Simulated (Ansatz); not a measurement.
# Au (P-1) in Ansatz: convergence with k mesh

Aim: find how far k mesh must go before the results for Au settle, at PBE. This setting moves, with any that are tied to it; all else stays.

Program: Ansatz 0.2.0. These are calculated values, not measurements. Logs are shortened: lines on timing, memory, paths and dates and some standing lists are left out, and cuts for length are marked.

## Step 1: The cell of the first run

The typed cell holds 1 atom: a = 2.808 Å, b = 2.664 Å, c = 2.778 Å, α = 91.02°, β = 90.03°, γ = 91.82°.

The cell was built by a generator and needn't be a form met in nature.

The cell isn't the ideal one: cell strained at random at fixed volume.

## Step 2: With k mesh 3 × 3 × 3

Contents of input.yaml:

```yaml
crystal:
  lattice:
    - [2.807319, -0.043347, -0.000852]
    - [-0.043347, 2.663496, -0.024098]
    - [-0.000852, -0.024098, 2.777436]
  atoms:
    - { symbol: Au, position: [0.489422, 0.483415, 0.489852] }
hamiltonian:
  xc: pbe
  pseudopotentials: { kind: nc, accuracy: standard }
kpoints:
  mp_grid: { grid: [3, 3, 3] }
scf:
  occupations: { method: fermi_dirac, width: 0.1 }
output:
  forces: true
  stress: true
  eigenvalues: true
```

Potentials or basis: PseudoDojo standard (PBE files).

Command:

```
> ansatz run input.yaml --threads 2 --pin off --max-ram 5632MiB --backend cpu --events-out ev --progress --plain --runs-dir out
```

Wall time 0.54 s (2 threads of Arm Neoverse V1, shared host); peak memory 0.24 GiB.

Results:

* Free energy: -4032.0307 eV
* Pressure: 4.5 GPa
* Band gap on the k mesh: none (metal or under the smearing width)

## Step 3: With k mesh 4 × 4 × 4

input.yaml: that of step 2 with these lines changed.

```diff
@@ -11,3 +11,3 @@
 kpoints:
-  mp_grid: { grid: [3, 3, 3] }
+  mp_grid: { grid: [4, 4, 4] }
 scf:
```

Potentials or basis: PseudoDojo standard (PBE files).

Command:

```
> ansatz run input.yaml --threads 2 --pin off --max-ram 5632MiB --backend cpu --events-out ev --progress --plain --runs-dir out
```

Run time: 1.3 s. Hardware: 2 threads of Arm Neoverse V1, shared host; peak memory 0.27 GiB.

Results:

* Free energy: -4032.6397 eV
* Pressure: -1.5 GPa
* Band gap on the k mesh: none (metal or under the smearing width)

## Step 4: With k mesh 5 × 5 × 5

input.yaml: that of step 3 with these lines changed.

```diff
@@ -11,3 +11,3 @@
 kpoints:
-  mp_grid: { grid: [4, 4, 4] }
+  mp_grid: { grid: [5, 5, 5] }
 scf:
```

Command:

```
> ansatz run input.yaml --threads 2 --pin off --max-ram 5632MiB --backend cpu --events-out ev --progress --plain --runs-dir out
```

It took 1.9 s on 2 threads of Arm Neoverse V1, shared host; peak memory 0.3 GiB.

Results:

| Property | Result |
| --- | --- |
| Free energy | -4032.3497 eV |
| Pressure | 1.6 GPa |
| Band gap on the k mesh | none (metal or under the smearing width) |

## Step 5: With k mesh 5 × 6 × 6

input.yaml: that of step 4 with these lines changed.

```diff
@@ -11,3 +11,3 @@
 kpoints:
-  mp_grid: { grid: [5, 5, 5] }
+  mp_grid: { grid: [5, 6, 6] }
 scf:
```

Command:

```
> ansatz run input.yaml --threads 2 --pin off --max-ram 5632MiB --backend cpu --events-out ev --progress --plain --runs-dir out
```

Run time: 3 s. Hardware: 2 threads of Arm Neoverse V1, shared host; peak memory 0.31 GiB.

What came out:

```yaml
Free_energy: -4032.4949 eV
Pressure: 0.3 GPa
Band_gap_on_the_k_mesh: none (metal or under the smearing width)
```

## Step 6: With k mesh 7 × 7 × 7

input.yaml: that of step 5 with these lines changed.

```diff
@@ -11,3 +11,3 @@
 kpoints:
-  mp_grid: { grid: [5, 6, 6] }
+  mp_grid: { grid: [7, 7, 7] }
 scf:
```

Potentials or basis: PseudoDojo standard (PBE files).

Command:

```
> ansatz run input.yaml --threads 2 --pin off --max-ram 5632MiB --backend cpu --events-out ev --progress --plain --runs-dir out
```

Wall time 5.4 s (2 threads of Arm Neoverse V1, shared host); peak memory 0.36 GiB.

Results (log left out):

| Property | Result |
| --- | --- |
| Free energy | -4032.4720 eV |
| Pressure | 0.3 GPa |
| Band gap on the k mesh | none (metal or under the smearing width) |

## Step 7: With k mesh 8 × 9 × 9

input.yaml: that of step 6 with these lines changed.

```diff
@@ -11,3 +11,3 @@
 kpoints:
-  mp_grid: { grid: [7, 7, 7] }
+  mp_grid: { grid: [8, 9, 9] }
 scf:
```

Command:

```
> ansatz run input.yaml --threads 2 --pin off --max-ram 5632MiB --backend cpu --events-out ev --progress --plain --runs-dir out
```

Run time: 8.9 s. Hardware: 2 threads of Arm Neoverse V1, shared host; peak memory 0.45 GiB.

It converged, with:

```yaml
Free_energy: -4032.5028 eV
Pressure: 0.4 GPa
Band_gap_on_the_k_mesh: none (metal or under the smearing width)
```

## Step 8: With k mesh 11 × 11 × 11

input.yaml: that of step 7 with these lines changed.

```diff
@@ -11,3 +11,3 @@
 kpoints:
-  mp_grid: { grid: [8, 9, 9] }
+  mp_grid: { grid: [11, 11, 11] }
 scf:
```

Command:

```
> ansatz run input.yaml --threads 2 --pin off --max-ram 5632MiB --backend cpu --events-out ev --progress --plain --runs-dir out
```

Run time: 18 s. Hardware: 2 threads of Arm Neoverse V1, shared host; peak memory 0.66 GiB.

It converged, with:

```
Free energy            : -4032.4995 eV
Pressure               : 0.4 GPa
Band gap on the k mesh : none (metal or under the smearing width)
```

## Step 9: With k mesh 13 × 14 × 13

input.yaml: that of step 8 with these lines changed.

```diff
@@ -11,3 +11,3 @@
 kpoints:
-  mp_grid: { grid: [11, 11, 11] }
+  mp_grid: { grid: [13, 14, 13] }
 scf:
```

Potentials or basis: PseudoDojo standard (PBE files).

Command:

```
> ansatz run input.yaml --threads 2 --pin off --max-ram 5632MiB --backend cpu --events-out ev --progress --plain --runs-dir out
```

Run time: 32 s. Hardware: 2 threads of Arm Neoverse V1, shared host; peak memory 0.97 GiB.

The run converged. Its results:

* Free energy: -4032.4977 eV
* Pressure: 0.4 GPa
* Band gap on the k mesh: none (metal or under the smearing width)

## Step 10: With k mesh 15 × 16 × 16

input.yaml: that of step 9 with these lines changed.

```diff
@@ -11,3 +11,3 @@
 kpoints:
-  mp_grid: { grid: [13, 14, 13] }
+  mp_grid: { grid: [15, 16, 16] }
 scf:
```

Potentials or basis: PseudoDojo standard (PBE files).

Command:

```
> ansatz run input.yaml --threads 2 --pin off --max-ram 5632MiB --backend cpu --events-out ev --progress --plain --runs-dir out
```

Standard output:

```text
Warning: RAYON_NUM_THREADS=2 ignored (pool sized by the plan → 2); use --threads N
Engine: ansatz 0.2.0, aarch64-unknown-linux-gnu
Pseudopotentials: kind: nc
Pseudopotential: Au, nc, valence charge 19, recommended cutoff 1034.032677 eV (normal), Au.nc.azcp (PseudoDojo's, or run here from an input of PseudoDojo's; its table is named by hamiltonian.pseudopotentials.accuracy)
Functional definition: PBE
  parameter kappa = 0.804
  parameter beta = 0.06672455060314922
  exchange = pbe_x(kappa = kappa, mu = beta*pi^2/3)
  correlation = pbe_c(beta = beta)
Crystal: 1 atoms, lattice volume = 20.761 Å³
Basis set: ecut = 1034.032677 eV, 1567 PW (Γ), exchange–correlation on 60×60×60 points (8 copies of the dense FFT grid, shifted against one another)
Bands: 14, of which v1, the nominal top of the filled ones, is band 10 counted from 1 (9 counted from 0)
Symmetry: 2 space group operations
Space group: P-1 (ITA 2), of the structure as read, at distance tolerance 2.7e-5 Å
k-points: 1922 of 3840
Non-local potential: Au, projectors of the file, l = 0: 2, l = 1: 2, l = 2: 2, l = 3: 1
Initial density: superposition of atomic densities (chi_scale 0.1, normalization cell)
Initial wavefunctions: pseudopotential atomic-orbital guess
Functional: x = pbe(κ = 0.804, μ = 0.2195149727645171), c = pbe(β = 0.06672455060314922)
SCF iter   1: F=—  HF=-4032.753695 eV  |F-HF|=—  |Δ(HF+E_count)|=         —  Δρ=6.99e-2  dr2=9.44e-1  ethr=3.10e-3  ⟨swp⟩=7.7  Hψ=199295  notcnv=0
preconditioner: auto → none  [metal: Δε(μ)=0.003 eV  Ē_g=14.334 eV  σ=0.100 eV  W_gap=0.01  n_scr=6 (ndim 8)  ℏωp=27.0 eV  f_vac=0.013  D(μ)=0.51/eV (n_scr^D=0)  sad-step TF]
SCF iter   2: F=—  HF=-4032.523620 eV  |F-HF|=—  |Δ(HF+E_count)|=   2.30e-1  Δρ=2.53e-2  dr2=1.22e-1  ethr=3.10e-3  ⟨swp⟩=3.2  Hψ=59777  notcnv=0  defer=264
SCF iter   3: F=—  HF=-4032.496282 eV  |F-HF|=—  |Δ(HF+E_count)|=   2.73e-2  Δρ=4.79e-3  dr2=3.52e-3  ethr=6.40e-4  ⟨swp⟩=3.3  Hψ=45732  notcnv=0  defer=264
SCF iter   4: F=—  HF=-4032.496604 eV  |F-HF|=—  |Δ(HF+E_count)|=   3.22e-4  Δρ=9.56e-4  dr2=9.27e-5  ethr=1.85e-5  ⟨swp⟩=2.4  Hψ=41453  notcnv=0  defer=264
SCF iter   5: F=—  HF=-4032.496601 eV  |F-HF|=—  |Δ(HF+E_count)|=   3.42e-6  Δρ=7.30e-5  dr2=3.48e-7  ethr=4.88e-7  ⟨swp⟩=2.4  Hψ=46905  notcnv=0  defer=264
SCF iter   6: F=-4032.496601 eV  HF=-4032.496601 eV  |F-HF|=2.05e-9  |Δ(HF+E_count)|=   1.86e-7  Δρ=8.86e-6  dr2=8.04e-9  ethr=5.26e-10  ⟨swp⟩=11.4  Hψ=180085  notcnv=0
SCF 1 converged in 6 iterations: F = -4032.496601 eV  dr2 = 8.04e-9
SCF converged after 6 iterations
Free energy (F): -4032.496601 eV
Harris-Foulkes:  -4032.496601 eV  (|F-HF|=2.05e-9)
Internal energy: -4032.485747 eV  (E = F + TS)
E sigma→0 (E₀):  -4032.491174 eV
Entropy (-TS):   -0.010854 eV (-10.854 meV/atom)
Fermi energy:    15.448787 eV
--- Per-component energies (eV) ---
  E_band       = -290.329541
  E_kinetic    = 1156.436568
  E_local      = -2728.154480  (includes V_loc(G=0)·N_el)
  E_nonlocal   = 68.475007
  E_hartree    = 860.501957
  E_xc         = -708.445823
  E_vxc        = -508.087088  (∫ρ·V_xc dr)
  E_ewald      = -2681.298976
  E_smearing   = -0.010854  (= −TS)
  E_closure    = 0.000000  (closes the sum)
  Σ components = -4032.496601   (vs F -4032.496601, Δ=0.00e0)
--- Forces (eV/Å), atoms counted from 1 ---
  atom   1  Au     0.00000000     0.00000000     0.00000000
  max |Σ_I F_I| component: 0.00e0 eV/Å
--- Stress (GPa, compression-positive) ---
       -4.471293      -0.397380      -0.005392
       -0.397380       8.330980      -0.202481
       -0.005392      -0.202481      -2.591897
  P = ⅓ Tr σ = 0.4226 GPa (4.226 kbar)
--- Band table (eV; the first three rows and the last of 1922) ---
  k-point 0: bands = ["-89.4097", "-40.6687", "-40.6684", "-40.6532", "7.7026", "9.7241", "10.0226", "13.9077", "14.1054", "14.1527", "28.5143", "28.9147", "30.6042", "33.9445"]
  k-point 1: bands = ["-89.4095", "-40.6756", "-40.6678", "-40.6527", "7.7910", "9.7588", "10.0741", "13.8468", "14.0988", "14.1098", "28.1409", "28.6648", "30.7507", "34.3628"]
  k-point 2: bands = ["-89.4087", "-40.6953", "-40.6663", "-40.6512", "8.0384", "9.8400", "10.2600", "13.6778", "13.9487", "14.1225", "26.5313", "29.0984", "31.1774", "34.5562"]
  k-point 1921: bands = ["-89.4029", "-40.8239", "-40.6626", "-40.6521", "9.6780", "10.2963", "12.4054", "12.7676", "14.1380", "15.1570", "17.4495", "31.8131", "33.0729", "33.8531"]
```

Wall time 52 s (2 threads of Arm Neoverse V1, shared host); peak memory 1.4 GiB.

What came out:

```
Free energy            : -4032.4966 eV
Pressure               : 0.4 GPa
Band gap on the k mesh : none (metal or under the smearing width)
```

## Step 11: Result

| k mesh | energy less the tightest run, at zero smearing (meV/atom) | pressure (GPa) | SCF cycles | CPU time (s) | peak memory (GiB) |
| --- | --- | --- | --- | --- | --- |
| 3 × 3 × 3 | 487.80 | 4.54 | 6 | 0.99 | 0.24 |
| 4 × 4 × 4 | -140.65 | -1.52 | 7 | 2.5 | 0.27 |
| 5 × 5 × 5 | 150.50 | 1.60 | 6 | 3.6 | 0.3 |
| 5 × 6 × 6 | 4.19 | 0.26 | 7 | 5.9 | 0.31 |
| 7 × 7 × 7 | 24.68 | 0.29 | 7 | 11 | 0.36 |
| 8 × 9 × 9 | -6.51 | 0.42 | 6 | 18 | 0.45 |
| 11 × 11 × 11 | -3.30 | 0.40 | 6 | 35 | 0.66 |
| 13 × 14 × 13 | -1.47 | 0.42 | 6 | 63 | 0.97 |
| 15 × 16 × 16 | 0.00 | 0.42 | 6 | 100 | 1.4 |

Against the tightest run, the pressure stays within 0.1 GPa from 8 × 9 × 9 on. Not settled before the last step: the energy (to 1 meV/atom). Meshes of other sizes hit other points, so gaps and Fermi surfaces needn't settle smoothly. The tightest run that finished is the yardstick and may itself not be fully converged.
